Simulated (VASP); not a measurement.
# Results of a VASP single-point calculation on HfO₂ (strained fluorite)

POSCAR

```
Hf O
 1.0000000000000000
     0.0000000000000000    2.4533068497000001    2.4533068497000001
     2.4533068497000001    0.0000000000000000    2.4533068497000001
     2.4533068497000001    2.4533068497000001    0.0000000000000000
 Hf  O
   1   2
Cartesian
  0.0000000000000000  0.0000000000000000  0.0000000000000000
  1.2266534248500001  1.2266534248500001  1.2266534248500001
  3.6799602745500000  3.6799602745500000  3.6799602745500000
```

```
gap between bands v and c : 4.58 eV
least direct gap          : 4.58 eV
```

Band v is the last that the valence electrons fill when counted band by band, and c is the next. Levels in eV from the top of v:

| point | v−1 | v | c | c+1 |
| --- | --- | --- | --- | --- |
| Γ | -0.69 | -0.69 | 4.65 | 4.65 |
| X | -1.73 | 0.00 | 4.58 | 6.57 |
| K | -1.44 | -0.39 | 5.15 | 6.48 |
| L | -2.00 | -2.00 | 5.48 | 5.48 |
| W | -1.56 | -0.25 | 5.70 | 6.18 |

Which of these levels of theory gave these results?
A. HSE06
B. PBE0
C. r²SCAN
D. LDA
E. PBEsol
F. PBE
G. PBE with spin–orbit coupling

C.

The INCAR was:

```
METAGGA = R2SCAN
PREC = Accurate
ALGO = Normal
ISMEAR = 0
LREAL = .FALSE.
NSW = 0
EDIFF = 1E-7
SIGMA = 0.01
LWAVE = .FALSE.
NBANDS = 18
ENCUT = 520
NELM = 120
ISIF = 2
LASPH = .TRUE.
IBRION = -1
LCHARG = .FALSE.
```
